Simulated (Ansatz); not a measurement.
Here is an Ansatz 0.2.0 calculation.

File input.yaml:

```yaml
crystal:
  lattice:
    - [0.0, 3.039, 3.039]
    - [3.039, 0.0, 3.039]
    - [3.039, 3.039, 0.0]
  atoms:
    - { symbol: Hg, position: [0.0, 0.0, 0.0] }
    - { symbol: Se, position: [0.75, 0.75, 0.75] }
hamiltonian:
  xc: blyp
  pseudopotentials: { kind: paw }
  dispersion: d3bj
kpoints:
  mp_grid: { grid: [8, 8, 8] }
scf:
  occupations: { method: fermi_dirac, width: 0.05 }
output:
  forces: true
  stress: true
relax:
  f_tol: 0.01
  max_steps: 40
  cell: { stress_tol: 0.05 }
```

Potentials or basis: Ansatz PAW.

The run is started by

```bash
$ ansatz run input.yaml --threads 2 --pin off --max-ram 5632MiB --backend cpu --events-out ev --progress --plain --runs-dir out
```

Problem. Estimate the relaxed cell.

Solution. a = 4.385 Å, b = 4.385 Å, c = 4.385 Å, α = 60.00°, β = 60.00°, γ = 60.00°.

Problem. Predict the relaxed volume.

Solution. 29.81 Å³/atom.

Problem. Predict the space group after relaxing (to 0.05 Å).

Solution. F-43m (No. 216).

Final structure:
```cif
data_structure
_symmetry_space_group_name_H-M 'P 1'
_symmetry_Int_Tables_number 1
_cell_length_a 4.3852
_cell_length_b 4.3852
_cell_length_c 4.3852
_cell_angle_alpha 60.000
_cell_angle_beta 60.000
_cell_angle_gamma 60.000
_cell_volume 59.63
loop_
_atom_site_label
_atom_site_type_symbol
_atom_site_fract_x
_atom_site_fract_y
_atom_site_fract_z
_atom_site_occupancy
Hg1 Hg 0.00000 0.00000 0.00000 1
Se1 Se 0.75000 0.75000 0.75000 1
```

Caveat: the PAW data sets come from PBE, with cores solved anew for the run's functional, which leaves a small shift of forces and pressure. Zero-point motion and thermal expansion aren't in these numbers.
